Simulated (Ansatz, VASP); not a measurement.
**Mo in VASP and in Ansatz**

```
CELL_PARAMETERS angstrom
0.00000 2.74724 2.74724
2.74724 0.00000 2.74724
2.74724 2.74724 0.00000
ATOMIC_POSITIONS crystal
Mo 0.12500 0.12500 0.12500
Mo 0.87500 0.87500 0.87500
```

Alike in both runs: task single point; functional LDA; k mesh 11 × 11 × 11; occupations fermi-dirac, width 0.1 eV; no spin polarisation.

```csv
,VASP,Ansatz
version,VASP 6.6.1,Ansatz 0.2.0
potentials or method,"VASP PAW LDA potentials, release 64 (Mo_sv)","plane waves (420 eV) with PAW, scalar-relativistic"
plane-wave cutoff (eV),520,420
valence electrons in the cell,28,28
```

Ansatz gave:

| Property | Result |
| --- | --- |
| pressure (GPa) | 5.5 |

Task: Which values does VASP return?

Result: Pressure (GPa): 6.4.

Ansatz warned: «pseudo_functional_mismatch».
